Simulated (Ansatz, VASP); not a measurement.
InPd in VASP and in Ansatz

```
In Pd
1.0
     3.23883    0.00000    0.00000
     0.00000    3.23883    0.00000
     0.00000    0.00000    3.23883
In Pd
1 1
Direct
  0.00000 0.00000 0.00000
  0.50000 0.50000 0.50000
```

Change from the starting cell: volume scaled by 0.97.

Alike in both runs: task single point; functional LDA; k mesh 13 × 13 × 13; occupations fermi-dirac, width 0.03 eV; no spin polarisation.

```csv
,VASP,Ansatz
version,VASP 6.6.1,Ansatz 0.2.0
potentials or method,"VASP PAW LDA potentials, release 64 (In_d, Pd), cutoff 520 eV","all-electron LAPW, scalar-relativistic"
```

```tsv
	VASP	Ansatz	Ansatz less VASP
pressure (GPa)	-2.8	-3.2	-0.43
```

Ansatz ran all-electron here, so the differences hold the error of VASP's frozen core and of both bases.
